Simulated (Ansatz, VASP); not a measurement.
## Cu: VASP beside Ansatz

The input INCAR:

```
SYSTEM = Cu
ALGO     = Normal         ! electronic algorithm
EDIFF    = 1E-7           ! SCF threshold, eV
ENCUT    = 520            ! plane-wave cutoff, eV
GGA      = PS             ! functional
ISIF     = 2              ! what is computed and relaxed
ISMEAR   = 0              ! smearing method
LASPH    = .True.         ! aspherical terms in the spheres
LCHARG   = .True.         ! write CHGCAR
LELF     = .True.         ! ELF
LREAL    = .False.        ! projectors in reciprocal space
LVHAR    = .True.       
LWAVE    = .False.        ! write WAVECAR
NBANDS   = 18             ! bands
NELM     = 100            ! most SCF steps
PREC     = Accurate       ! precision mode
SIGMA    = 0.1            ! smearing width, eV
```

KPOINTS

```
k-points
0
Gamma
  9 9 9
  0 0 0
```

File POSCAR:

```
Cu
1.0
    1.5501307534      0.8949684078      2.8745316323
   -1.5501307534      0.8949684078      2.8745316323
    0.0000000000     -1.7899368155      2.8745316323
Cu
2
Direct
    0.2275400000      0.2275400000      0.2275400000
    0.7724600000      0.7724600000      0.7724600000
```

Input for Ansatz:

```yaml
crystal:
  lattice:
    - [1.5501307534, 0.8949684078, 2.8745316323]
    - [-1.5501307534, 0.8949684078, 2.8745316323]
    - [0.0, -1.7899368155, 2.8745316323]
  atoms:
    - { symbol: Cu, position: [0.22754, 0.22754, 0.22754] }
    - { symbol: Cu, position: [0.77246, 0.77246, 0.77246] }
basis:
  ecutwfc: 420
kpoints:
  mp_grid: { grid: [9, 9, 9] }
hamiltonian:
  xc: pbesol
scf:
  occupations: { method: gaussian, width: 0.1 }
  lower_state_search: "off"
output:
  forces: true
  stress: true
  eigenvalues: true
```

Alike in both runs: task single point; functional PBEsol; k mesh 9 × 9 × 9; occupations gaussian, width 0.1 eV; no spin polarisation.

```csv
,VASP,Ansatz
version,VASP 6.6.1,Ansatz 0.2.0
potentials or method,"VASP PAW PBE potentials, release 64 (Cu)","scalar-relativistic, plane waves, PAW"
plane-wave cutoff (eV),520,420
valence electrons in the cell,22,38
```

|  | VASP | Ansatz | Ansatz less VASP |
| --- | --- | --- | --- |
| gap on the k mesh at the Fermi level (eV) | none | none | - |
| rms of the force components (eV/Å) | 2.625 | 2.616 | -0.0096 |

Atom by atom the forces differ by 0.010 eV/Å (rms over components). A gap of «none» marks a metal or a gap that the smearing closes. The two sets of potentials don't hold the same shells in valence.

Caveats: the PAW data sets were made with another functional, which shifts forces and pressure a little (VASP).
